**Q:** I measure the cell of lead selenide at room temperature and get 28.67 Å³ per atom. My modelling colleagues bring volumes from gradient-corrected functionals (GGAs) with van der Waals attraction, or dispersion, included. Now they plan to run TPSS, rSCAN and PBE0 with no dispersion term. Can you tell me beforehand how large those cells will be?

**A:** To within a range, yes, if we first understand why the known volumes differ. The question marks in this table are the three cells to predict.

VASP, Kohn-Sham DFT with the functional and any dispersion correction named in each row, for PbSe (Fm-3m, 2-atom cell); recommended PAW PBE potentials, 600 eV plane-wave cutoff, no spin polarisation or spin-orbit coupling. Cell and atoms are relaxed with each method for a static lattice; the measured volume is 28.67 Å³/atom at 298 K.

| method | rung | k mesh | smearing | equilibrium volume (Å³/atom) | computed less measured (Å³/atom) |
| --- | --- | --- | --- | --- | --- |
| BLYP-D3(BJ) | GGA | 8x8x8 2-atom cell | Fermi-Dirac 0.05eV | 29.31 | 0.637 |
| BLYP-D4 | GGA | 8x8x8 2-atom cell | Fermi-Dirac 0.05eV | 31.73 | 3.055 |
| PBE-MBD | GGA | 8x8x8 2-atom cell | gaussian 0.1eV | 29.17 | 0.498 |
| PBEsol-D3 | GGA | 8x8x8 2-atom cell | Fermi-Dirac 0.05eV | 27.88 | -0.787 |
| PBEsol-D4 | GGA | 8x8x8 2-atom cell | Fermi-Dirac 0.05eV | 27.75 | -0.917 |
| RPBE-D4 | GGA | 8x8x8 2-atom cell | Fermi-Dirac 0.05eV | 28.83 | 0.155 |
| optB86b-vdW | GGA | 8x8x8 2-atom cell | Fermi-Dirac 0.05eV | 29.22 | 0.549 |
| revPBE-D3 | GGA | 8x8x8 2-atom cell | Fermi-Dirac 0.05eV | 29.88 | 1.209 |
| revPBE-D3(BJ) | GGA | 8x8x8 2-atom cell | Fermi-Dirac 0.05eV | 28.54 | -0.130 |
| TPSS | meta-GGA | 8x8x8 2-atom cell | Fermi-Dirac 0.05eV | ? | ? |
| rSCAN | meta-GGA | 8x8x8 2-atom cell | Fermi-Dirac 0.05eV | ? | ? |
| PBE0 | hybrid | 4x4x4 2-atom cell | Fermi-Dirac 0.05eV | ? | ? |

**Q:** These are all the same crystal. Why does the volume depend so much on the method?

**A:** Two things compete. The first is the functional itself. A GGA lowers the energy where the electron density varies steeply, and pulling atoms apart makes more such regions. A functional that rewards them strongly, such as revPBE or RPBE, therefore tends to give long bonds, while PBEsol rewards them less and gives shorter ones.

The second is the added dispersion term, which draws the atoms together. The table shows its influence most cleanly for revPBE, where only the form of the correction changes. Going from D3 to D3(BJ) makes the dispersion energy stronger by 0.28 eV per atom, according to the same calculations, and the cell shrinks by 1.34 Å³ per atom.

**Q:** Can I estimate such a shrinkage without running the calculation?

**A:** Roughly. Think of a spring balance: an extra weight moves the pointer by the force divided by the stiffness. Here the crystal is the spring and dispersion is the weight. The picture holds for small shifts only, because this weight grows heavier as the crystal contracts.

Let $E_d$ be the dispersion energy per atom, a negative number, $V$ the volume per atom and $B$ the bulk modulus. Attraction between atoms falls as the sixth power of distance, so $E_d$ varies as $V^{-2}$. Its pressure is then $p = -dE_d/dV = 2E_d/V$, and the cell responds by

$$\Delta V = \frac{V p}{B} = \frac{2E_d}{B}.$$

With a rough recalled modulus of 50 GPa, each eV of dispersion energy would remove about 6 Å³. In practice the corrections are damped at bonding distances so that they don't count twice what the functional already describes. Theory therefore leads us to look for a smaller number.

**Q:** How much smaller?

**A:** About half. I took rough recalled errors of the cell edge for each functional without dispersion, and fitted one slope to the six corrected rows of PBE, PBEsol, RPBE and revPBE. The row optB86b-vdW stays out, because its dispersion is built into the functional and has no separate energy. The slope comes out near 3 Å³ per eV, and the six volumes are reproduced to about 0.2 Å³ per atom. I chose the recalled errors with these rows in view, so the agreement is a check of consistency and not a test. The slope is also an average over several kinds of damping: the revPBE pair alone would give $1.34/0.277 \approx 4.8$ Å³ per eV.

**Q:** Show me one row in full.

**A:** Take revPBE-D3(BJ), which was part of the fit and is its worst case. The recalled edge is 2.5 % too long, and a volume goes as the cube of the edge:

$$28.67 \times 1.025^3 \approx 30.9\ \text{Å}^3.$$

The dispersion energy is −0.688 eV per atom, which removes $3.03 \times 0.688 \approx 2.1$ Å³. The estimate is 28.8 Å³ per atom, and the calculation gave 28.54.

This row lies close to your measurement because a cell that is much too large meets a strong pull. PBEsol shows the opposite case. Its own cell is already about right, so the added attraction makes it too small.

**Q:** Then what happens to the three functionals without a dispersion term?

**A:** The pull is zero, and only the functional's own error remains. The fitted slope drops out, so everything rests on how well that error is known. TPSS and rSCAN are meta-GGAs: they also use the kinetic-energy density, which helps them to tell a bond from the tail of an atom. PBE0 replaces a quarter of the approximate exchange by exact exchange. Both steps usually shorten the overlong bonds of PBE.

My recalled edge errors are 1.1 % for TPSS, 0.6 % for rSCAN and 0.8 % for PBE0. Cubed and applied to your measured cell, they give these forecasts in Å³ per atom:

- TPSS: 29.6 ± 0.5
- rSCAN: 29.2 ± 0.5
- PBE0: 29.4 ± 0.7

The ranges are judgements. An edge uncertain by 0.6 % means a volume uncertain by nearly 2 %, or about 0.5 Å³. PBE0 gets a wider range because it was run on a coarser k mesh. All three cells are most likely larger than measured, and TPSS is probably the largest, but the ranges overlap and the order is weak.

**Q:** And what did the calculations give?

**A:** Here they are.

The withheld rows as computed:

| method | rung | k mesh | smearing | equilibrium volume (Å³/atom) | computed less measured (Å³/atom) |
| --- | --- | --- | --- | --- | --- |
| TPSS | meta-GGA | 8x8x8 2-atom cell | Fermi-Dirac 0.05eV | 29.74 | 1.073 |
| rSCAN | meta-GGA | 8x8x8 2-atom cell | Fermi-Dirac 0.05eV | 29.52 | 0.846 |
| PBE0 | hybrid | 4x4x4 2-atom cell | Fermi-Dirac 0.05eV | 29.35 | 0.682 |

All three volumes fall inside their ranges, all lie above your measurement, and TPSS is the largest. For PBE0 the forecast agrees far more closely than its range entitled me to claim. The coarser mesh could still have moved that volume, and no finer run stands beside it.

**Q:** Where were you wrong?

**A:** Mostly on rSCAN. Its cell is 0.33 Å³ per atom larger than I predicted, so its edge is about 1 % too long instead of 0.6 %. That also reverses the order of my central values, which had put PBE0 above rSCAN. I may simply have judged the functional too kindly. The potentials, made for PBE and used here with a meta-GGA, may also contribute, but that is a guess.

**Q:** Would I have done as well by taking the middle of the known volumes?

**A:** Not quite. The median of the nine known rows is 29.17 Å³ per atom, and it misses the three new cells by 0.37 on average, against 0.15 for the forecasts. It is too low each time, which fits the idea that the known cells are drawn together by dispersion and the new ones are not, but the underlying functionals differ as well. Three cells are a small test, though, and what they test is the recalled errors, not the slope. The printed output after this text compares the model with every row.

**Q:** I need a density for a process calculation. Should I pick the method closest to my measurement?

**A:** For lead selenide itself, take the density from your measured cell. If you want a method for other work, don't choose it on closeness alone. RPBE-D4 and revPBE-D3(BJ) both come within 0.2 Å³ per atom, but the calculations describe a motionless lattice and you measured at 298 K. Thermal expansion is roughly 1 % of the volume, or about 0.3 Å³, which is more than either error. A static cell should therefore be smaller than yours, near 28.4 Å³ per atom, and that somewhat favours revPBE-D3(BJ). One crystal is still too little to choose a method by.

A sounder habit is to judge the functional and its correction as a pair. If the functional alone gives a cell that is too large, dispersion will usually improve it, though a strong term can overshoot: RPBE with D3(BJ) is known to shrink metals far too much. If its cell is already right, as with PBEsol here, dispersion will tend to spoil it.

**Q:** Does that reasoning cover every row?

**A:** No, BLYP-D4 breaks it. Its cell is about a tenth too large, and the model falls short of it by 2.1 Å³ per atom. I had left both BLYP rows out of the fit because this functional doesn't reproduce the uniform electron gas, as the fitted ones do. That alone can't be the explanation: BLYP-D3(BJ) uses the same functional, yet it agrees with the model to 0.1 Å³, though with a recalled error that I chose with the known rows in view.

The two BLYP rows share the same functional and the same potentials, yet their cells differ by 2.42 Å³ per atom. Their dispersion energies differ by only 0.12 eV, which at the fitted slope accounts for about 0.4 Å³. If both runs stand at their true energy minima, the rest must come from how steeply each correction changes with volume, because it is this steepness, and not the energy itself, that pulls on the cell. In the spring picture, I have been reading the weight from its price tag.

**Q:** So why would D4 pull so weakly with BLYP, when with RPBE it has the same energy and seems to pull as the model says?

**A:** The table leaves that open, and the energies from the same calculations make it stranger. Without its dispersion part, the BLYP energy is about 0.04 eV per atom higher in the D3(BJ) cell than in the larger D4 cell. If the D4 run found its lowest energy, D4 can gain no more than that when the crystal contracts from the larger cell to the smaller. An undamped attraction of its size would gain about 0.12 eV. Damping lowers that figure, but for BLYP the two corrections use similar damping parameters, and D3(BJ) does pull the crystal in.

So I would first doubt the run. Compute the total and dispersion energies of BLYP-D4 and BLYP-D3(BJ) on the same few fixed cells. The totals will show whether the minimum is real, and the slopes of the dispersion energies will show how hard each correction pulls.

The analysis program printed:

```
fit of shift on 6 rows ((edisp < 0) & ~blyp): coefficient of edisp 3.03 +/- 0.17; rms 0.175, worst revPBE-D3(BJ) 0.251, leave-one-out rms 0.223
  rows outside the fit (model, value, miss): BLYP-D3(BJ) -2.564, -2.478, -0.0864; BLYP-D4 -2.189, -0.05787, -2.13; optB86b-vdW 0, -0.05715, 0.0571; TPSS 0, 0.1126, -0.113; rSCAN 0, 0.33, -0.33; PBE0 0, -0.01445, 0.0145
Volumes in angstrom^3/atom:
            row  uncorrected_recalled  model  computed  model_less_computed
    BLYP-D3(BJ)                 31.79  29.22     29.31             -0.08642
        BLYP-D4                 31.79   29.6     31.73               -2.131
        PBE-MBD                 29.89  29.05     29.17              -0.1166
      PBEsol-D3                 28.33  27.73     27.88              -0.1537
      PBEsol-D4                 28.33  27.61     27.75               -0.143
        RPBE-D4                 31.06  28.87     28.83              0.03656
    optB86b-vdW                 29.28  29.28     29.22              0.05715
      revPBE-D3                 30.88  29.63     29.88              -0.2494
  revPBE-D3(BJ)                 30.88  28.79     28.54               0.2514
           TPSS                 29.63  29.63     29.74              -0.1126
          rSCAN                 29.19  29.19     29.52                -0.33
           PBE0                 29.36  29.36     29.35              0.01445
Withheld rows inside their stated range (count): 3
Mean absolute miss of the model on withheld rows (angstrom^3/atom): 0.1523
Median of the known rows, the rival forecast (angstrom^3/atom): 29.17
Mean absolute miss of that median on withheld rows (angstrom^3/atom): 0.3667
Slope 2/B for undamped r^-6 attraction, B roughly 50 GPa (angstrom^3/eV): 6.409
revPBE: volume with D3(BJ) less volume with D3 (angstrom^3/atom): -1.34
revPBE: dispersion energy with D3(BJ) less that with D3 (eV/atom): -0.277
BLYP-D4 less RPBE-D4, volume (angstrom^3/atom): 2.9
BLYP-D4 less BLYP-D3(BJ), volume (angstrom^3/atom): 2.42
Rough thermal expansion, 1 percent of the volume (angstrom^3/atom): 0.2867
TPSS less rSCAN, computed volume (angstrom^3/atom): 0.22
PBE0 less rSCAN, computed volume (angstrom^3/atom): -0.17
```
